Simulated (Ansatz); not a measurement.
# HfO2: the cost of one run

Method: DFT PBE, scalar-relativistic, plane waves, PAW, in Ansatz 0.2.0.

1 further run of the same task is left out (set aside as unsound or not needed).

**1. The system as given**

Symmetry: P4_2/mnm, No. 136, tetragonal system. Conventional cell: a = 4.880 Å, b = 4.880 Å, c = 3.238 Å, α = 90.00°, β = 90.00°, γ = 90.00°. Hf (site symmetry mmm) has 6 O at 2.10 to 2.11 Å as nearest neighbours. O (site symmetry m2m) is surrounded by 3 Hf at 2.10 to 2.11 Å.

As a file:

```xyz
6
Lattice="4.8804 0.0000 0.0000 0.0000 4.8804 0.0000 0.0000 0.0000 3.2377" Properties=species:S:1:pos:R:3 pbc="T T T"
Hf    0.0000    0.0000    0.0000
Hf    2.4402    2.4402    1.6188
O     0.9508    3.9296    1.6188
O     1.4894    1.4894    0.0000
O     3.3910    3.3910    0.0000
O     3.9296    0.9508    1.6188
```

The cell was relaxed beforehand at this level, from a generated guess; it needn't be the stable form of this composition. At a tolerance of 0.02 Å it has space group P4_2/mnm (No. 136); it has 12.85 Å³/atom, an uncorrected energy of -3.43 eV/atom over the elements.

**2. Static run: bands, density of states and charges**

The input, input.yaml:

```yaml
crystal:
  lattice:
    - [4.8803626997, 0.0, 0.0]
    - [0.0, 4.8803626997, 0.0]
    - [0.0, 0.0, 3.2376885664]
  atoms:
    - { symbol: Hf, position: [0.0, 0.0, 0.0] }
    - { symbol: Hf, position: [0.5, 0.5, 0.5] }
    - { symbol: O, position: [0.1948152178, 0.8051847822, 0.5] }
    - { symbol: O, position: [0.3051847822, 0.3051847822, 0.0] }
    - { symbol: O, position: [0.6948152178, 0.6948152178, 0.0] }
    - { symbol: O, position: [0.8051847822, 0.1948152178, 0.5] }
basis:
  ecutwfc: 420
kpoints:
  mp_grid: { grid: [6, 6, 8] }
  band_path:
    path:
      - [[0.0, 0.0, 0.0], [0.0, 0.5, 0.0], [0.5, 0.5, 0.0], [0.0, 0.0, 0.0], [0.0, 0.0, 0.5], [0.0, 0.5, 0.5], [0.5, 0.5, 0.5], [0.0, 0.0, 0.5]]
      - [[0.0, 0.5, 0.0], [0.0, 0.5, 0.5]]
      - [[0.5, 0.5, 0.0], [0.5, 0.5, 0.5]]
    npoints: 14
hamiltonian:
  xc: pbe
scf:
  occupations: { method: gaussian, width: 0.02 }
  n_extra_bands: 15
output:
  forces: true
  stress: true
  eigenvalues: true
  populations: true
  dos: { projected: true, de: 0.02, nscf_kmesh: { grid: [9, 9, 12] } }
  bader: true
  write_density: true
  write_potential: true
  elf: true
  volumetric_format: npy
```

Launch:

```console
$ ansatz run input.yaml --threads 1 --pin off --max-ram 2560MiB --backend cpu --events-out ev --progress --plain --runs-dir out
```

What time and memory should one allow on 1 thread of Intel Xeon at 2.50GHz (Skylake/Cascade Lake), shared host?

About 3.2 min, with a peak of 0.57 GiB.
